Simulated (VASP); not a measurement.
Crystal: PbSe (Clausthalite).

```
Pb Se
1.0
     0.00000    3.06065    3.06065
     3.06065    0.00000    3.06065
     3.06065    3.06065    0.00000
Pb Se
1 1
Cartesian
  0.0000 0.0000 0.0000
  3.0606 3.0606 3.0606
```

```yaml
Program: VASP 6.6.1
Task: relaxation of cell and atoms
Functional: r2SCAN
Potentials_or_basis: VASP PAW PBE potentials, release 64 (Pb_d, Se)
Cutoff: 600 eV
k_mesh: 8 × 8 × 8
Occupations: gaussian, width 0.03 eV
Spin: no spin polarisation
```

At the start: pressure 1.5 GPa; volume 28.67 Å³/atom.

How do energy, volume and symmetry change on relaxing?

Over 3 steps the energy falls by 3.8 meV/atom and the volume is 29.48 Å³/atom (+2.8 %); space group Fm-3m (No. 225, to 0.05 Å).

The path:
| step | energy change (eV) | largest force (eV/Å) | pressure (GPa) | volume (Å³) |
| --- | --- | --- | --- | --- |
| 1 | 0.0000 | 0.0000 | 1.55 | 57.34 |
| 2 | -0.0063 | 0.0000 | -0.60 | 59.67 |
| 3 | -0.0076 | 0.0000 | 0.01 | 58.97 |

Final structure:
```xyz
2
Lattice="0.0000 3.0893 3.0893 3.0893 0.0000 3.0893 3.0893 3.0893 0.0000" Properties=species:S:1:pos:R:3 pbc="T T T"
Pb    0.0000    0.0000    0.0000
Se    3.0893    3.0893    3.0893
```

Caveat: the PAW data sets were made with another functional, which shifts forces and pressure a little.
